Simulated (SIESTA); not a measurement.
**Zn in SIESTA: the effect of functional**

The system is Zn, a slab with vacuum.

```
Zn
1.0
     2.61697    0.00000    0.00000
    -1.30849    2.26817    0.00000
     0.00000    0.00000   27.15879
Zn
6
Direct
  0.33935 0.67871 0.27615
  0.01153 0.02306 0.36513
  0.35088 0.70176 0.45504
  0.69023 0.38047 0.54496
  0.36241 0.72482 0.63393
  0.70176 0.40352 0.72385
```

The slab is cut from a database's or a generator's crystal, which needn't be the stable form of the element.

Alike in all runs:

```yaml
Program: SIESTA 5.4.2
Task: band structure
Potentials_or_basis: PseudoDojo 0.4 standard (PBE files)
Basis: DZP (energy shift 0.003 Ry; two zetas on semicore shells)
Grid_cutoff: 800 Ry
Energy_shift: 0.003 Ry
k_mesh: 12 × 12 × 1
Occupations: fermi-dirac, width 0.05 eV
Spin: no spin polarisation
```

```tsv
functional	largest force (eV/Å)
PBE	0.07
vdW-DF	0.27
vdW-DF2	0.36
optB88-vdW	0.07
vdW-DF-C09	?
vdW-DF-cx	0.10
VV10	0.06
```

Q: What does the run with functional vdW-DF-C09 give?

A: Largest force 0.15 eV/Å.

Caveats: the potentials were made for another functional, which shifts forces and pressure (some runs); the non-local part is tabulated coarsely and may be off by about a percent (some runs).
